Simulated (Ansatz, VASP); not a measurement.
**BAs in VASP and in Ansatz**

```xyz
2
Lattice="2.9344 0.0000 0.0000 0.0000 2.9344 0.0000 0.0000 0.0000 2.9344" Properties=species:S:1:pos:R:3 pbc="T T T"
B     0.0000    0.0000    0.0000
As    1.4672    1.4672    1.4672
```

Change from the starting cell: species swapped into the SmAg type (Pm-3m, No. 221).

Alike in both runs: functional PBE; k mesh 18 × 18 × 18; occupations gaussian, width 0.1 eV; no spin polarisation.

Ansatz relaxed the structure, and its values are those at the end. VASP's run is a single point on that final structure, the one shown.

|  | VASP | Ansatz |
| --- | --- | --- |
| version | VASP 6.6.1 | Ansatz 0.2.0 |
| potentials or method | VASP PAW PBE potentials, release 64 (B, As) | scalar-relativistic, plane waves, PAW |
| plane-wave cutoff (eV) | 520 | 420 |
| valence electrons in the cell | 8 | 18 |

|  | VASP | Ansatz | Ansatz less VASP |
| --- | --- | --- | --- |
| gap on the k mesh at the Fermi level (eV) | none | none | - |
| pressure (GPa) | 0.2 | 0.0 | -0.17 |

A gap of «none» marks a metal or a gap that the smearing closes. The functional is the same, so the differences come from potentials, cutoffs and numerics. The two sets of potentials don't hold the same shells in valence.
